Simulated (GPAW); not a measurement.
# InP (F-43m) in GPAW: settings compared

One crystal, InP, is run at these levels: BLYP+D4, PBE, PBEsol; tasks: relaxation of cell and atoms, single point.

Everything below comes from runs of GPAW 26.7.0. Logs are shortened: lines on timing, memory, paths and dates and some standing lists are left out, and cuts for length are marked. The log counts tension as positive stress, the text compression.

**Experimental background.**

From a printed reference work, data compilation, for a bulk crystal of InP at 1.6 K: band gap 1.4236 eV (direct).

The runs below are set against these values where they give the same quantity.

## 1. Starting point

It takes space group F-43m (No. 216, cubic). Conventional cell: a = 5.861 Å, b = 5.861 Å, c = 5.861 Å, α = 90.00°, β = 90.00°, γ = 90.00°. In (site symmetry -43m) is surrounded by 4 P at 2.54 Å. Around P (site symmetry -43m) lie 4 In at 2.54 Å.

## 2. Relaxation of cell and atoms, BLYP+D4

The input, run.py:

```python
from ase.calculators.mixing import SumCalculator
from ase.filters import FrechetCellFilter
from ase.io import read, write
from ase.optimize import LBFGS
from dftd4.ase import DFTD4
from gpaw import GPAW, PW, setup_paths

setup_paths.insert(0, '.')

atoms = read('POSCAR')

calc = GPAW(mode=PW(600),
            xc='BLYP',
            kpts={'size': (8, 8, 8), 'gamma': True},
            occupations={'name': 'fermi-dirac', 'width': 0.05},
            nbands=18,
            convergence={'density': 1e-05, 'forces': 0.0001},
            eigensolver='davidson',
            maxiter=150,
            txt='gpaw.txt')
atoms.calc = SumCalculator([calc, DFTD4(method='blyp')])
opt = LBFGS(FrechetCellFilter(atoms), trajectory='relax.traj', logfile='-')
done = opt.run(fmax=0.02, steps=60)
calc.write('gs.gpw')
write('result.traj', atoms)
print('Converged:', done)
print('Cell:', atoms.cell.cellpar().round(4))
print('Volume:', round(atoms.get_volume(), 4))
print(atoms.get_scaled_positions().round(5))
```

The input, POSCAR:

```
InP
1.0
    0.0000000000      2.9305000000      2.9305000000
    2.9305000000      0.0000000000      2.9305000000
    2.9305000000      2.9305000000      0.0000000000
In P
1 1
Direct
    0.0000000000      0.0000000000      0.0000000000
    0.7500000000      0.7500000000      0.7500000000
```

Potentials or basis: PAW data sets generated in the run's folder for this functional, pw.

Command:

```console
$ gpaw-setup -f BLYP In P
$ OMP_NUM_THREADS=1 python run.py
```

gpaw.txt:

```text
__  _  _
 | _ |_)|_||  |
 |__||  | ||/\| - 26.7.0

Input parameters:
  mode=PW(ecut=600.0),
  convergence={'density': 1e-05, 'forces': 0.0001},
  eigensolver=Davidson(niter=2),
  kpts=MonkhorstPack(size=(8, 8, 8), gamma=True),
  maxiter=150,
  nbands=18,
  occupations=Occupations(name='fermi-dirac', width=0.05),
  xc=XC(name='BLYP')

Diagonalizing LCAO Hamiltonian
Converting LCAO to pw mode

                     P

       In

Atoms  # Å, Bohr magnetons
|   | symbol |        x |        y |        z |    initial magnetic moments |
|---|--------|----------|----------|----------|-----------------------------|
| 0 |     In | 0.000000 | 0.000000 | 0.000000 | ( 0.0000,  0.0000,  0.0000) |
| 1 |      P | 4.395750 | 4.395750 | 4.395750 | ( 0.0000,  0.0000,  0.0000) |

Unit cell  # Å
| periodic |        x |        y |        z |  lengths |    angles |
|----------|----------|----------|----------|----------|-----------|
|      yes | 0.000000 | 2.930500 | 2.930500 | 4.144353 | 60.000000 |
|      yes | 2.930500 | 0.000000 | 2.930500 | 4.144353 | 60.000000 |
|      yes | 2.930500 | 2.930500 | 0.000000 | 4.144353 | 60.000000 |

Number of symmetries: 24
Symmetry operations  # r_c * U_cc + t_c -> r_c
|    | kind |            matrix            |
|----|------|------------------------------|
|  0 |  E   |  1, 0, 0,  0, 1, 0,  0, 0, 1 |
|  1 |  σ   |  1, 0, 0,  0, 0, 1,  0, 1, 0 |
|  2 |  σ   |  1, 0,-1,  0, 1,-1,  0, 0,-1 |
|  3 |  C3  |  1, 0,-1,  0, 0,-1,  0, 1,-1 |
|  4 |  C3  |  1,-1, 0,  0,-1, 1,  0,-1, 0 |
|  5 |  σ   |  1,-1, 0,  0,-1, 0,  0,-1, 1 |
|  6 |  σ   |  0, 1, 0,  1, 0, 0,  0, 0, 1 |
|  7 |  C3  |  0, 1, 0,  0, 0, 1,  1, 0, 0 |
|  8 |  C2  |  0, 1,-1,  1, 0,-1,  0, 0,-1 |
|  9 |  S4  |  0, 1,-1,  0, 0,-1,  1, 0,-1 |
| 10 |  C3  |  0, 0, 1,  1, 0, 0,  0, 1, 0 |
| 11 |  σ   |  0, 0, 1,  0, 1, 0,  1, 0, 0 |
| 12 |  S4  |  0, 0,-1,  1, 0,-1,  0, 1,-1 |
| 13 |  C3  |  0, 0,-1,  0, 1,-1,  1, 0,-1 |
| 14 |  S4  |  0,-1, 1,  1,-1, 0,  0,-1, 0 |
| 15 |  C2  |  0,-1, 1,  0,-1, 0,  1,-1, 0 |
| 16 |  C3  |  0,-1, 0,  1,-1, 0,  0,-1, 1 |
| 17 |  S4  |  0,-1, 0,  0,-1, 1,  1,-1, 0 |
| 18 |  S4  | -1, 1, 0, -1, 0, 1, -1, 0, 0 |
| 19 |  C3  | -1, 1, 0, -1, 0, 0, -1, 0, 1 |
| 20 |  C3  | -1, 0, 1, -1, 1, 0, -1, 0, 0 |
| 21 |  S4  | -1, 0, 1, -1, 0, 0, -1, 1, 0 |
[... 128 lines left out ...]
convergence criteria:
- Maximum integral of absolute [dens]ity change: 1e-05 electrons / valence electron
- Maximum change in the atomic [forces] across last 2 cycles: 0.0001 eV/Ang OR
Maximum error relative to the maximum force is below inf
- Maximum [total energy] change in last 3 cyles: 0.0005 eV / valence electron
- Maximum integral of absolute [eigenst]ate change: 4e-08 eV^2 / valence electron
maximum number of iterations: 150

SCF iterations
|iter     | |      energy | eigst |  dens |force |
|---------|-|-------------|-------|-------|------|
|iter:   1| |   -7.639287 | -0.22 |       |      |
|iter:   2| |   -7.551699 | -1.93 | -1.09 |      |
|iter:   3| |   -7.229181 | -1.70 | -1.13 |      |
|iter:   4| |   -7.227771 | -3.13 | -1.75 |      |
|iter:   5| |   -7.228109c| -3.82 | -2.19 |      |
|iter:   6| |   -7.228193c| -4.52 | -2.91 |      |
|iter:   7| |   -7.228203c| -5.40 | -3.53 |      |
|iter:   8| |   -7.228204c| -6.17 | -4.36 |      |
|iter:   9| |   -7.228204c| -6.87 | -5.06c|      |
|iter:  10| |   -7.228204c| -7.72c| -5.40c|      |
|iter:  11| |   -7.228204c| -8.20c| -5.69c|-15.59c|

Converged in 11 steps
Energy contributions relative to reference atoms: (reference = -169299.769639)

Energy contributions:
  Kinetic:          26.532171
  Coulomb:         -24.006231
  Zero:              0.087688
  External:          0.000000
  Xc:               -9.841826
  Entropy:          -0.000014
  Spinorbit:         0.000000
  ----------------------------
  Free energy:      -7.228211
  Extrapolated:     -7.228204
[... 38 lines left out ...]
Forces  # eV/Ang
|        x |        y |        z |
|----------|----------|----------|
|  0.00000 | -0.00000 |  0.00000 |  # In   0
[... 24 lines left out ...]
|   | kind |            matrix            |
|---|------|------------------------------|
| 0 |  E   |  1, 0, 0,  0, 1, 0,  0, 0, 1 |
| 1 |  σ   |  1, 0, 0,  0, 0, 1,  0, 1, 0 |
| 2 |  σ   |  0, 1, 0,  1, 0, 0,  0, 0, 1 |
| 3 |  C3  |  0, 1, 0,  0, 0, 1,  1, 0, 0 |
| 4 |  C3  |  0, 0, 1,  1, 0, 0,  0, 1, 0 |
| 5 |  σ   |  0, 0, 1,  0, 1, 0,  1, 0, 0 |

BZ-sampling:
  Number of BZ points: 512
  Number of IBZ points: 65
[... 122 lines left out ...]
convergence criteria:
- Maximum integral of absolute [dens]ity change: 1e-05 electrons / valence electron
- Maximum change in the atomic [forces] across last 2 cycles: 0.0001 eV/Ang OR
Maximum error relative to the maximum force is below inf
- Maximum [total energy] change in last 3 cyles: 0.0005 eV / valence electron
- Maximum integral of absolute [eigenst]ate change: 4e-08 eV^2 / valence electron
maximum number of iterations: 150

SCF iterations
|iter     | |      energy | eigst |  dens |force |
|---------|-|-------------|-------|-------|------|
|iter:   1| |   -7.649312 | -0.23 |       |      |
|iter:   2| |   -7.561925 | -1.94 | -1.09 |      |
|iter:   3| |   -7.241618 | -1.70 | -1.13 |      |
|iter:   4| |   -7.240392 | -3.13 | -1.75 |      |
|iter:   5| |   -7.240733c| -3.82 | -2.19 |      |
|iter:   6| |   -7.240816c| -4.52 | -2.92 |      |
|iter:   7| |   -7.240826c| -5.40 | -3.53 |      |
|iter:   8| |   -7.240827c| -6.18 | -4.37 |      |
|iter:   9| |   -7.240827c| -6.88 | -5.07c|      |
|iter:  10| |   -7.240827c| -7.72c| -5.40c|      |
|iter:  11| |   -7.240827c| -8.20c| -5.69c|-5.35c|

Converged in 11 steps
Energy contributions relative to reference atoms: (reference = -169299.769639)

Energy contributions:
  Kinetic:          25.985575
  Coulomb:         -23.570247
  Zero:              0.087767
  External:          0.000000
  Xc:               -9.743912
  Entropy:          -0.000019
  Spinorbit:         0.000000
  ----------------------------
  Free energy:      -7.240836
  Extrapolated:     -7.240827
[... 38 lines left out ...]
Forces  # eV/Ang
|        x |        y |        z |
|----------|----------|----------|
| -0.00000 | -0.00000 | -0.00000 |  # In   0
| -0.00000 | -0.00000 | -0.00000 |  # P    1

Interpolating wave functions to new cell

                     P

       In

Atoms  # Å, Bohr magnetons
|   | symbol |         x |         y |         z |    initial magnetic moments |
|---|--------|-----------|-----------|-----------|-----------------------------|
| 0 |     In | -0.000000 | -0.000000 | -0.000000 | ( 0.0000,  0.0000,  0.0000) |
| 1 |      P |  4.437799 |  4.437799 |  4.437799 | ( 0.0000,  0.0000,  0.0000) |

Unit cell  # Å
| periodic |         x |         y |         z |  lengths |    angles |
|----------|-----------|-----------|-----------|----------|-----------|
|      yes | -0.000000 |  2.958533 |  2.958533 | 4.183997 | 60.000003 |
|      yes |  2.958533 | -0.000000 |  2.958533 | 4.183997 | 60.000003 |
|      yes |  2.958533 |  2.958533 | -0.000000 | 4.183997 | 60.000003 |

Number of symmetries: 6
Symmetry operations  # r_c * U_cc + t_c -> r_c
|   | kind |            matrix            |
|---|------|------------------------------|
| 0 |  E   |  1, 0, 0,  0, 1, 0,  0, 0, 1 |
| 1 |  σ   |  1, 0, 0,  0, 0, 1,  0, 1, 0 |
| 2 |  σ   |  0, 1, 0,  1, 0, 0,  0, 0, 1 |
| 3 |  C3  |  0, 1, 0,  0, 0, 1,  1, 0, 0 |
| 4 |  C3  |  0, 0, 1,  1, 0, 0,  0, 1, 0 |
| 5 |  σ   |  0, 0, 1,  0, 1, 0,  1, 0, 0 |

BZ-sampling:
  Number of BZ points: 512
  Number of IBZ points: 65
[... 122 lines left out ...]
convergence criteria:
- Maximum integral of absolute [dens]ity change: 1e-05 electrons / valence electron
- Maximum change in the atomic [forces] across last 2 cycles: 0.0001 eV/Ang OR
Maximum error relative to the maximum force is below inf
- Maximum [total energy] change in last 3 cyles: 0.0005 eV / valence electron
- Maximum integral of absolute [eigenst]ate change: 4e-08 eV^2 / valence electron
maximum number of iterations: 150

SCF iterations
|iter     | |      energy | eigst |  dens |force |
|---------|-|-------------|-------|-------|------|
|iter:   1| |   -7.295578 |       |       |      |
|iter:   2| |   -7.292471 | -3.90 | -1.88 |      |
|iter:   3| |   -7.277063 | -3.09 | -1.91 |      |
|iter:   4| |   -7.276862 | -4.50 | -2.69 |      |
|iter:   5| |   -7.276989c| -4.37 | -2.95 |      |
|iter:   6| |   -7.277002c| -5.25 | -3.69 |      |
|iter:   7| |   -7.277002c| -6.13 | -4.41 |      |
|iter:   8| |   -7.277002c| -7.00 | -4.71 |      |
|iter:   9| |   -7.277002c| -7.95c| -5.17c|      |
|iter:  10| |   -7.277002c| -8.75c| -5.99c|-5.77c|

Converged in 10 steps
Energy contributions relative to reference atoms: (reference = -169299.769639)
[... 50 lines left out ...]
Forces  # eV/Ang
|        x |        y |        z |
|----------|----------|----------|
| -0.00000 | -0.00000 | -0.00000 |  # In   0
|  0.00000 |  0.00000 |  0.00000 |  # P    1

# Writing to gs.gpw (mode='')
```

Run time: 84 s. Hardware: 1 thread of Arm Neoverse V1, shared host; peak memory 0.25 GiB.

Results:

| Property | Result |
| --- | --- |
| Free energy | -8.4921 eV |
| Relaxed volume | 25.90 Å³/atom |
| Relaxed cell | a = 4.184 Å, b = 4.184 Å, c = 4.184 Å, α = 60.00°, β = 60.00°, γ = 60.00° |
| Space group after relaxing (to 0.05 Å) | F-43m (No. 216) |
| Energy gained by relaxing | 4.5 meV/atom |
| Ionic steps | 3 |
| Pressure after relaxing | 0.1 GPa |
| Band gap on the k mesh | 0.43 eV, direct |
| Dispersion energy per atom | -0.608 eV |

The path:
```
step  energy change (eV)  largest force (eV/Å)  pressure (GPa)  volume (Å³)
   1              0.0000                0.0000            1.92        50.33
   2             -0.0035                0.0000            1.48        50.66
   3             -0.0091                0.0000            0.06        51.79
```

Final structure:
```xyz
2
Lattice="0.0000 2.9585 2.9585 2.9585 0.0000 2.9585 2.9585 2.9585 0.0000" Properties=species:S:1:pos:R:3 pbc="T T T"
In    0.0000    0.0000    0.0000
P     4.4378    4.4378    4.4378
```

Caveat: later steps reuse the first step's grids; spin-orbit coupling is left out, which moves the levels of the heavy elements.

(Continued in part 2 of 2.)
